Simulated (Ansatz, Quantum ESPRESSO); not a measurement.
**CsSnI3: 3 runs at one level of theory**

```
Cs I Sn
1.0
     6.20570    0.00000    0.00000
     0.00000    6.20570    0.00000
     0.00000    0.00000    6.20570
Cs I Sn
1 3 1
Direct
  0.00000 0.00000 0.00000
  0.50000 0.50000 0.00000
  0.50000 0.00000 0.50000
  0.00000 0.50000 0.50000
  0.50000 0.50000 0.50000
```

The cell was measured well above room temperature.

Alike in all runs: task single point; functional PBE; k mesh 5 × 5 × 5; occupations fermi-dirac, width 0.05 eV; no spin polarisation; no spin-orbit coupling. Pressure is positive in compression and, in plane waves, holds the error of the finite cutoff, which Ansatz's Pulay term estimates and takes out.

```
                        program and potentials  plane-wave cutoff (eV)                                      notes  pressure (GPa)
                            Ansatz, Ansatz PAW                     420  14.8 valence electrons an atom on average            0.53
Ansatz, all-electron LAPW, scalar-relativistic                       -                                          -            0.53
     Quantum ESPRESSO, SSSP 1.3 efficiency PBE                     816   8.8 valence electrons an atom on average            0.48
```

The pressure spans 0.48 (Quantum ESPRESSO, SSSP 1.3 efficiency PBE) to 0.53 GPa (Ansatz, all-electron LAPW, scalar-relativistic), with all-electron results at 0.53.

Differences between rows come from potentials, basis sets and numerical settings, since the functional is the same but for its coding. Runs on potential files found faulty are left out.
